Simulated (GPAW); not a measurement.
The system is ZrC.

```
Zr C
1.0
     0.00000    2.36500    2.36500
     2.36500    0.00000    2.36500
     2.36500    2.36500    0.00000
Zr C
1 1
Direct
  0.50000 0.50000 0.50000
  0.00000 0.00000 0.00000
```

Program: GPAW 26.7.0. Alike in all runs: no spin polarisation; cell as given; k mesh 10 × 10 × 10; cutoff (eV) 800.

Q: Order these runs on this cell by their pressure, lowest first.
A. level LDA; potentials or basis the program's PAW data sets (release 1.2.1) made for this functional, pw; smearing fermi-dirac 0.05 eV; band path GXWKGLUWLK,UX; band points 100
B. level PBEsol; potentials or basis PAW data sets generated in the run's folder for this functional, pw; smearing gaussian 0.1 eV
C. level revPBE; potentials or basis the program's PAW data sets (release 1.2.1) made for this functional, pw; smearing fermi-dirac 0.05 eV; band path GXWKGLUWLK,UX; band points 100

A: A (-13.7 GPa), B (-9.3 GPa), C (-1.3 GPa).

Runs at the PBE level aren't shown here.
